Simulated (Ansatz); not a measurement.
Crystal: Ge.

```
Ge
1.0
     1.39715   -2.60052    0.00000
     1.39715    2.60052    0.00000
     0.00000    0.00000    2.69823
Ge
1
Direct
  0.50000 0.50000 0.00000
```

This isn't the form of Ge at room conditions, which is diamond.

- Program: Ansatz 0.2.0
- Task: relaxation of cell and atoms
- Functional: revPBE
- Potentials or basis: Ansatz PAW
- Cutoff: 420 eV (not typed: the program's choice for these potentials)
- k mesh: 11 × 11 × 10
- Occupations: fermi-dirac, width 0.05 eV
- Spin: no spin polarisation

At the start: volume 19.61 Å³/atom.

Problem. How do energy, volume and symmetry change on relaxing?

Solution. It ends after 6 steps and the volume is 19.75 Å³/atom (+0.7 %); space group Cmmm (No. 65, to 0.05 Å).

Step by step:
```
step  energy change (eV)  largest force (eV/Å)  volume (Å³)
   1              0.0000                0.0000        19.61
   2             -0.0045                0.0000        19.71
   3             -0.0051                0.0000        19.73
   4             -0.0053                0.0000        19.75
   5             -0.0053                0.0000        19.75
   6             -0.0053                0.0000        19.75
```

Final structure:
```
Ge
1.0
     1.43264   -2.52098    0.00000
     1.43264    2.52098    0.00000
     0.00000    0.00000    2.73418
Ge
1
Direct
  0.50000 0.50000 0.00000
```

Caveat: the plane-wave basis is chosen anew once the cell has moved, so the energies of steps on either side of that aren't comparable; the PAW data sets come from PBE, with cores solved anew for the run's functional, which leaves a small shift of forces and pressure.
